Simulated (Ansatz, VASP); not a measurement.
## AlN (AlN (P6_3mc)): VASP beside Ansatz

One calculation is typed for both programs; each brings its own data sets. How far apart do they land? Of the first pair: The cell is taken from a series of runs on this material, whose earlier steps may have relaxed, scaled, displaced or heated it; both programs get it as it stands.

Program: Ansatz 0.2.0. Level of theory: plane waves, with VASP 6.6.1 beside it; single point at r2SCAN. Results are calculated unless marked as measured.

### Step 1. The structure

The structure is hexagonal, space group P6_3mc (No. 186). Conventional cell: a = 3.107 Å, b = 3.107 Å, c = 4.979 Å, α = 90.00°, β = 90.00°, γ = 120.00°. Al has 4 N at 1.89 to 1.90 Å nearest. Nearest to N lie 4 Al at 1.89 to 1.90 Å. Farther neighbours and most contacts between anions are not listed.

As a file:

```xyz
4
Lattice="3.1067 0.0000 0.0000 -1.5533 2.6905 0.0000 0.0000 0.0000 4.9786" Properties=species:S:1:pos:R:3 pbc="T T T"
Al    1.5533    0.8968    2.4853
Al    0.0000    1.7937    4.9746
N     1.5533    0.8968    4.3851
N     0.0000    1.7937    1.8958
```

### Step 2. VASP: single point, r2SCAN, pair 1

A single point gives forces, pressure and levels at one fixed geometry, so differences don't come from the geometry; what else differs is listed under the comparison.

Lines of VASP's logs that name or quote its potential files are left out, and so is its time.

INCAR

```
SYSTEM = AlN
PREC = Accurate
ENCUT = 580
EDIFF = 1E-06
NELM = 120
ISMEAR = -1
SIGMA = 0.01
LREAL = .FALSE.
ALGO = Normal
METAGGA = R2SCAN
LASPH = .TRUE.
NBANDS = 14
LORBIT = 11
LWAVE = .FALSE.
LCHARG = .FALSE.
ISIF = 2
GGA_COMPAT = .FALSE.
EFERMI = MIDGAP
LMIXTAU = .TRUE.
KPAR = 8
```

POSCAR

```
AlN
1.0
    3.1066960609      0.0000000287      0.0000000000
   -1.5533480553      2.6904776963      0.0000000000
    0.0000000000      0.0000000000      4.9785603525
Al N
2 2
Direct
    0.6666666666      0.3333333332      0.4992045118
    0.3333333332      0.6666666666      0.9992045118
    0.6666666666      0.3333333332      0.8807954882
    0.3333333332      0.6666666666      0.3807954882
```

KPOINTS

```
Automatic mesh
0
Gamma
10 10 6
0 0 0
```

Potentials, in the order of the species: Al and N (PBE family, release 64).

Started as:

```bash
$ mpirun -np 8 vasp_std
```

Numbers of over 12 decimals in the logs are rounded to 6 here.

What it wrote:

```text
[banner, memory and clock lines left out]
running    8 mpi-ranks, on    1 nodes
 distrk:  each k-point on    1 cores,    8 groups
 distr:  one band on    1 cores,    1 groups

 POSCAR found type information on POSCAR AlN
 POSCAR found :  2 types and       4 ions
|                                                                             |
|           W    W    AA    RRRRR   N    N  II  N    N   GGGG   !!!           |
|           W    W   A  A   R    R  NN   N  II  NN   N  G    G  !!!           |
|           W    W  A    A  R    R  N N  N  II  N N  N  G       !!!           |
|           W WW W  AAAAAA  RRRRR   N  N N  II  N  N N  G  GGG   !            |
|           WW  WW  A    A  R   R   N   NN  II  N   NN  G    G                |
|           W    W  A    A  R    R  N    N  II  N    N   GGGG   !!!           |
|                                                                             |
|     For optimal performance we recommend to set                             |
|       NCORE = 2 up to number-of-cores-per-socket                            |
|     NCORE specifies how many cores store one orbital (NPAR=cpu/NCORE).      |
|     This setting can greatly improve the performance of VASP for DFT.       |
|     The default, NCORE=1 might be grossly inefficient on modern             |
|     multi-core architectures or massively parallel machines. Do your        |
|     Unfortunately you need to use the default for GW and RPA                |
|     calculations (for HF NCORE is supported but not extensively tested      |
|     yet).                                                                   |
|                                                                             |

|                                                                             |
|               ----> ADVICE to this user running VASP <----                  |
|                                                                             |
|     You enforced a specific xc type in the INCAR file but a different       |
|     [... a line on the potential file left out ...]
|     I HOPE YOU KNOW WHAT YOU ARE DOING!                                     |
|                                                                             |

 LDA part: xc-table for (None), standard interpolation
 POSCAR, INCAR and KPOINTS ok, starting setup
 FFT: planning ... GRIDC
 FFT: planning ... GRID_SOFT
 FFT: planning ... GRID
 WAVECAR not read
 entering main loop
       N       E                     dE             d eps       ncg     rms          rms(c)
DAV:   1     0.401576381687E+02    0.40158E+02   -0.82213E+03  1568   0.116E+03
DAV:   2    -0.429155959974E+02   -0.83073E+02   -0.76237E+02  2136   0.230E+02
DAV:   3    -0.470882286299E+02   -0.41726E+01   -0.41589E+01  2066   0.556E+01
DAV:   4    -0.471191793475E+02   -0.30951E-01   -0.30944E-01  1820   0.519E+00
DAV:   5    -0.471195999696E+02   -0.42062E-03   -0.42061E-03  2078   0.610E-01    0.126E+01
DAV:   6    -0.390039260019E+02    0.81157E+01   -0.11597E+01  1964   0.256E+01    0.561E+00
DAV:   7    -0.379227194374E+02    0.10812E+01   -0.92677E-01  1664   0.857E+00    0.314E+00
DAV:   8    -0.401354161966E+02   -0.22127E+01   -0.10944E+00  1976   0.984E+00    0.226E+00
DAV:   9    -0.382463545389E+02    0.18891E+01   -0.78321E-01  1598   0.923E+00    0.539E-01
DAV:  10    -0.382196226869E+02    0.26732E-01   -0.69661E-02  1760   0.289E+00    0.521E-01
DAV:  11    -0.383148109748E+02   -0.95188E-01   -0.18969E-02  1694   0.128E+00    0.401E-01
DAV:  12    -0.384273823355E+02   -0.11257E+00   -0.24828E-02  1586   0.176E+00    0.250E-01
DAV:  13    -0.384533041068E+02   -0.25922E-01   -0.14316E-02  1610   0.112E+00    0.884E-02
DAV:  14    -0.384543629325E+02   -0.10588E-02   -0.14424E-03  1838   0.452E-01    0.839E-02
DAV:  15    -0.384560847780E+02   -0.17218E-02   -0.72496E-04  1892   0.322E-01    0.633E-02
DAV:  16    -0.384561978172E+02   -0.11304E-03   -0.76258E-05  1784   0.119E-01    0.364E-02
DAV:  17    -0.384561981024E+02   -0.28523E-06   -0.16995E-05  2060   0.375E-02    0.137E-02
DAV:  18    -0.384562103197E+02   -0.12217E-04   -0.39958E-06  1724   0.255E-02    0.795E-03
DAV:  19    -0.384562093577E+02    0.96201E-06   -0.39847E-06  1874   0.231E-02
   1 F= -.38456209E+02 E0= -.38456209E+02  d E =0.000000E+00
```

OUTCAR, selected parts (step 2):

```text
ion  position               nearest neighbor table
   1  0.667  0.333  0.499-   4 1.89   4 1.89   4 1.89   3 1.90   2 3.07   2 3.07   2 3.07   2 3.07
                             2 3.07   2 3.07
   2  0.333  0.667  0.999-   3 1.89   3 1.89   3 1.89   4 1.90   1 3.07   1 3.07   1 3.07   1 3.07
                             1 3.07   1 3.07
   3  0.667  0.333  0.881-   2 1.89   2 1.89   2 1.89   1 1.90
   4  0.333  0.667  0.381-   1 1.89   1 1.89   1 1.89   2 1.90

  LATTYP: Found a hexagonal cell.
 ALAT       =     3.1066960609
 C/A-ratio  =     1.6025257234

 Subroutine GETGRP returns: Found 12 space group operations
 (whereof  6 operations were pure point group operations)

The static configuration has the point symmetry C_3v.
 The point group associated with its full space group is C_6v.

 Found     56 irreducible k-points:

   k-points           NKPTS =     56   k-points in BZ     NKDIM =     56   number of bands    NBANDS=     14

   dimension x,y,z NGX =    24 NGY =   24 NGZ =   40
   dimension x,y,z NGXF=    48 NGYF=   48 NGZF=   80

   ENCUT  =  580.0 eV  42.63 Ry    6.53 a.u.   6.10  6.10  9.78*2*pi/ulx,y,z

   NELECT =      16.0000    total number of electrons

 k-points in reciprocal lattice and weights: Automatic mesh
   0.00000000  0.00000000  0.00000000       0.002
   0.10000000  0.00000000  0.00000000       0.010
   0.20000000  0.00000000  0.00000000       0.010
   0.30000000  0.00000000  0.00000000       0.010
   0.40000000  0.00000000  0.00000000       0.010
   0.50000000  0.00000000  0.00000000       0.005
   0.10000000  0.10000000  0.00000000       0.010
   0.20000000  0.10000000  0.00000000       0.020
   0.30000000  0.10000000  0.00000000       0.020
[...]
0.40000000  0.20000000  0.50000000       0.010
   0.30000000  0.30000000  0.50000000       0.010

 average (electrostatic) potential at core
       1 -74.5192       2 -74.5192       3 -62.7303       4 -62.7303

 E-fermi :   8.3772

 k-point     1 :       0.0000    0.0000    0.0000
  band No.  band energies     occupation
    ...
      4       5.0335      2.00000
      5       5.0335      2.00000
      6       5.6939      2.00000
      7       5.6939      2.00000
      8       5.9172      2.00000
      9      10.8373      0.00000
     10      13.4574      0.00000
     11      17.5308      0.00000
     12      17.9623      0.00000
     13      17.9623      0.00000
    ...

 k-point     2 :       0.1000    0.0000    0.0000
  band No.  band energies     occupation
    ...
      4       4.4566      2.00000
      5       4.8670      2.00000
      6       5.1368      2.00000
      7       5.6735      2.00000
      8       5.8601      2.00000
      9      11.4096      0.00000
     10      13.9747      0.00000
     11      16.9213      0.00000
     12      17.1511      0.00000
     13      18.3520      0.00000
    ...

 k-point     3 :       0.2000    0.0000    0.0000
  band No.  band energies     occupation
    ...
      4       3.1412      2.00000
      5       4.0180      2.00000
      6       4.5051      2.00000
      7       5.5699      2.00000
      8       5.6541      2.00000
      9      12.4688      0.00000
     10      14.6131      0.00000
     11      15.4051      0.00000
     12      16.5926      0.00000
     13      18.8383      0.00000
    ...

  Total       -0.0768239     -0.0768239     -0.0687175     -0.0000000      0.0000000      0.0000000
  in kB       -2.9578435     -2.9578435     -2.6457324     -0.0000000      0.0000000      0.0000000
  external PRESSURE =      -2.8538065 kB  Pullay stress =       0.0000000 kB

  energy-cutoff  :      580.00
  volume of cell :       41.61
      direct lattice vectors                 reciprocal lattice vectors
     3.106696061  0.000000029  0.000000000     0.321885365  0.185840606  0.000000000
    -1.553348055  2.690477696  0.000000000    -0.000000003  0.371681206  0.000000000
     0.000000000  0.000000000  4.978560352     0.000000000  0.000000000  0.200861279

 POSITION                                       TOTAL-FORCE (eV/Angst)
 -----------------------------------------------------------------------------------
      1.55335      0.89683      2.48532        -0.000000      0.000000     -0.003477
     -0.00000      1.79365      4.97460         0.000000      0.000000     -0.003477
      1.55335      0.89683      4.38509         0.000000     -0.000000      0.003477
     -0.00000      1.79365      1.89581        -0.000000     -0.000000      0.003477
 -----------------------------------------------------------------------------------
    total drift:                                0.000000      0.000000     -0.025744

  FREE ENERGIE OF THE ION-ELECTRON SYSTEM (eV)
  ---------------------------------------------------
  free  energy   TOTEN  =       -38.4562093577 eV

  energy  without entropy=      -38.4562093577  energy(sigma->0) =      -38.45620936

 total charge
# of ion       s       p       d       tot
------------------------------------------
    1        0.367   0.450   0.000   0.817
    2        0.367   0.450   0.000   0.817
    3        1.228   2.675   0.000   3.903
    4        1.228   2.675   0.000   3.903
--------------------------------------------------
tot          3.191   6.249   0.000   9.440

[... 3 further parts left out ...]
```

The run ends at a pressure of -0.29 GPa, with forces up to 0.0035 eV/Å.

### Step 3. Ansatz: single point, r2SCAN, pair 1

Ansatz runs on its default PAW (the set named soft_2) files.

The same cell, functional, mesh and smearing now go to Ansatz.

input.yaml

```yaml
crystal:
  lattice:
    - [3.1066960609, 2.87e-08, 0.0]
    - [-1.5533480553, 2.6904776963, 0.0]
    - [0.0, 0.0, 4.9785603525]
  atoms:
    - { symbol: Al, position: [0.6666666667, 0.3333333333, 0.4992045118] }
    - { symbol: Al, position: [0.3333333333, 0.6666666667, 0.9992045118] }
    - { symbol: "N", position: [0.6666666667, 0.3333333333, 0.8807954882] }
    - { symbol: "N", position: [0.3333333333, 0.6666666667, 0.3807954882] }
basis:
  ecutwfc: 500
  xc_grid: 2
hamiltonian:
  xc: r2scan
kpoints:
  mp_grid: { grid: [10, 10, 6] }
scf:
  occupations: { method: fermi_dirac, width: 0.01 }
  max_iter: 80
```

Started as:

```bash
$ ansatz run input.yaml --threads 4 --pin off --max-ram 7536MiB --backend cpu --events-out ev --progress --plain --runs-dir out
```

What it wrote:

```text
Engine: ansatz 0.2.0, aarch64-unknown-linux-gnu
Pseudopotentials: kind: paw
Pseudopotential: Al, paw, valence charge 3, recommended cutoff 500 eV (meta_gga), Al.paw.azcp
Pseudopotential: N, paw, valence charge 5, recommended cutoff 500 eV (meta_gga), N.paw.azcp
Functional definition: r2SCAN
  parameter k0 = 0.174
  parameter k1 = 0.065
  parameter a1 = 4.9479
  exchange = r2scan_x(k0 = k0, k1 = k1, a1 = a1)
  correlation = r2scan_c
Crystal: 4 atoms, lattice volume = 41.613 Å³
Basis set: ecut = 500 eV, 1087 PW (Γ), exchange–correlation on 48×48×80 points (8 copies of the dense FFT grid, shifted against one another)
Bands: 12, of which v1, the nominal top of the filled ones, is band 8 counted from 1 (7 counted from 0)
Symmetry: 12 space group operations
Space group: P63mc (ITA 186), of the structure as read, at distance tolerance 3.5e-5 Å
k-points: 56 of 600 (time reversal used)
Non-local potential: Al, projectors of the file, l = 0: 2, l = 1: 2, l = 2: 1
Non-local potential: N, projectors of the file, l = 0: 2, l = 1: 2, l = 2: 1
PAW form: soft (Blöchl's): semilocal exchange-correlation on the pseudo side does not see the compensation charge
PAW frozen core: Al, regenerated for the run's functional (the file was generated under x = pbe(κ = 0.804, μ = 0.219515), c = pbe(β = 0.066725))
PAW frozen core: N, regenerated for the run's functional (the file was generated under x = pbe(κ = 0.804, μ = 0.219515), c = pbe(β = 0.066725))
PAW one-centre angular grid: Al, 302 points (default); XC on 160 Gauss nodes
PAW one-centre angular grid: N, 302 points (default); XC on 160 Gauss nodes
Initial density: superposition of atomic densities (neutral atoms: chi_scale 0, normalization atom), corrected by the library's trained network
Initial wavefunctions: pseudopotential atomic-orbital guess
Functional: x = r2scan, c = r2scan; τ floored in thin density (d = 2e-4 eV/Å³)
SCF iter   1: F=—  HF=-1856.828295 eV  |F-HF|=—  |Δ(HF+E_count)|=         —  Δρ=6.55e-3  dr2=1.75e-2  dr2_τ=3.14e-1  ethr=1.77e-3  ⟨swp⟩=6.3  Hψ=4603  notcnv=0
preconditioner: auto → none  [insulator: Δε(μ)=4.782 eV  Ē_g=14.232 eV  σ=0.010 eV  W_gap=1.00  n_scr=2 (ndim 8)  ℏωp=23.0 eV  f_vac=0.000  D(μ)=0.00/eV (n_scr^D=0)  ε∞_Penn≈3.6]
SCF iter   2: F=—  HF=-1856.970886 eV  |F-HF|=—  |Δ(HF+E_count)|=   1.43e-1  Δρ=4.50e-3  dr2=3.82e-3  dr2_τ=2.89e-4  ethr=1.09e-4  ⟨swp⟩=3.0  Hψ=1999  notcnv=0
SCF iter   3: F=—  HF=-1856.970557 eV  |F-HF|=—  |Δ(HF+E_count)|=   3.29e-4  Δρ=6.60e-4  dr2=1.33e-4  dr2_τ=5.96e-5  ethr=2.39e-5  ⟨swp⟩=2.0  Hψ=896  notcnv=0
SCF iter   4: F=—  HF=-1856.970546 eV  |F-HF|=—  |Δ(HF+E_count)|=   1.10e-5  Δρ=1.86e-4  dr2=1.52e-5  dr2_τ=8.93e-7  ethr=8.34e-7  ⟨swp⟩=2.1  Hψ=1074  notcnv=0
SCF iter   5: F=—  HF=-1856.970543 eV  |F-HF|=—  |Δ(HF+E_count)|=   3.60e-6  Δρ=4.75e-5  dr2=1.11e-6  dr2_τ=1.11e-7  ethr=9.49e-8  ⟨swp⟩=2.0  Hψ=1098  notcnv=0
SCF iter   6: F=—  HF=-1856.970543 eV  |F-HF|=—  |Δ(HF+E_count)|=   1.66e-8  Δρ=2.28e-5  dr2=2.57e-7  dr2_τ=4.95e-9  ethr=6.25e-10  ⟨swp⟩=2.0  Hψ=1344  notcnv=0
SCF iter   7: F=-1856.970543 eV  HF=-1856.970543 eV  |F-HF|=8.39e-9  |Δ(HF+E_count)|=   2.73e-8  Δρ=5.75e-6  dr2=1.62e-8  dr2_τ=3.02e-10  ethr=6.25e-10  ⟨swp⟩=2.0  Hψ=1344  notcnv=0
SCF 1 converged in 7 iterations: F = -1856.970543 eV  dr2 = 1.62e-8
  greatest PAW one-centre occupation: 0.794 electrons in one spin orbital (limit 2), on the N atom at site 3 (counted from 0), in its partial waves of l = 0
SCF converged after 7 iterations
Free energy (F): -1856.970543 eV
Harris-Foulkes:  -1856.970543 eV  (|F-HF|=8.39e-9)
Internal energy: -1856.970543 eV  (E = F + TS)
E sigma→0 (E₀):  -1856.970543 eV
Fermi energy:    9.368532 eV
--- Per-component energies (eV) ---
  E_band       = 23.145948
  E_kinetic    = 321.368368
  E_local      = -448.701181  (includes V_loc(G=0)·N_el)
  E_nonlocal   = 108.521880
  E_hartree    = 157.351651
  E_xc         = -197.824714
  E_vxc        = -238.488435  (∫ρ·V_xc dr)
  E_paw        = -1204.935905  (= ΣΔE_a)
  E_vpaw       = -47.058292  (= ΣTr[D̂ρ^β])
  E_aug_tail   = 0.000038  (compensation charges beyond the density's cutoff)
  E_vtau       = 12.803115  (kinetic-family band-sum trace: ∫τ·v_τ [+ j·A + Jᵃ·Aᵃ] dr)
  E_ewald      = -592.571334
  E_core_change = -0.179345  (= ΣΔE_core)
  E_smearing   = -0.000000  (= −TS)
  E_closure    = 0.000000  (closes the sum)
  Σ components = -1856.970543   (vs F -1856.970543, Δ=0.00e0)
```

### Step 4. Side by side

Known differences besides the potentials themselves: VASP keeps PBE cores, Ansatz makes them for the functional; the cutoff is 500 eV in Ansatz and 580 eV in VASP. Total energies have different zeros and are not compared.

The two programs side by side:

| quantity | Ansatz | VASP | difference |
| --- | --- | --- | --- |
| gap on the k mesh (eV) | 4.880 | 4.920 | -0.040 |

A gap on the mesh is an upper bound, since the band edges may lie between its points.

[end of part 1 of 3]

[Lines on the potential files, build, host, timing and source positions are cut from VASP's logs without a mark.]

[Logs are printed without paths, hosts, clocks, repeated set-up lines and the standing remarks that a program may print on its own settings, such as how far it seeks lower states.]

[Hosts, paths, dates, database ids (printed as entryN), source tags and the programs' standing remarks are cut or masked in the printed files.]
